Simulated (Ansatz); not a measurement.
SnS2 (1T monolayer), computed twice by G0W0.

The cell holds 3 atoms: 1 Sn and 2 S. Its edges and angles: a = 3.667 Å, b = 3.667 Å, c = 29.100 Å, α = 90.0°, β = 90.0°, γ = 120.0°. Vacuum lies along c.

```xyz
3
Lattice="3.6665 0.0000 0.0000 -1.8333 3.1753 0.0000 0.0000 0.0000 29.1000" Properties=species:S:1:pos:R:3
Sn    0.0000    0.0000   14.5500
S     0.0000    2.1169   16.0330
S     1.8333    1.0584   13.0670
```

The structure was relaxed with PBE-D3(BJ). The runs that relaxed it are not among those shown.

The first (Ansatz 0.2.0; start PBE, 6×6×1 mesh, 450 empty bands, screening to 70 eV, PAW set soft_1 files; 1 × NVIDIA H100 80GB HBM3 (shared by 6 runs) with 3 threads of AMD EPYC 7R13 (Zen 3), shared host) gave, on its mesh: starting gap 1.58 eV, G0W0 gap 2.86 eV, mean of 1 + 4πα/V (set by the cell height) 2.03, 23 s.

The second changes empty bands from 450 to 180 and screening cutoff (eV) from 70.0 to 38. What does it give?

It gave: starting gap 1.58 eV, G0W0 gap 2.86 eV, mean of 1 + 4πα/V (set by the cell height) 2.05, 16 s. The G0W0 gap moves by +0.01 eV, +0.00 eV from the start and +0.01 eV from the correction. Σc changes by +0.28 eV at the valence top and +0.29 eV at the conduction bottom, and Σx − Vxc between them by +0.00 eV.

Limits: not at the basis limit; coarse mesh for a sheet; no spin-orbit coupling.

[Paths, hosts, dates, memory and timing lines, banners, echoed tables and standing remarks are left out of the program output.]

[Logs are printed without paths, hosts, clocks, repeated set-up lines and the standing remarks that a program may print on its own settings, such as how far it seeks lower states.]

[Runs of the session that timed out or met a known fault of the program may be left out.]

[Cells called generated may have been cut or substituted from an entry of the Crystallography Open Database or the Materials Project.]

[Hosts, paths, dates, database ids (printed as entryN), source tags and the programs' standing remarks are cut or masked in the printed files.]
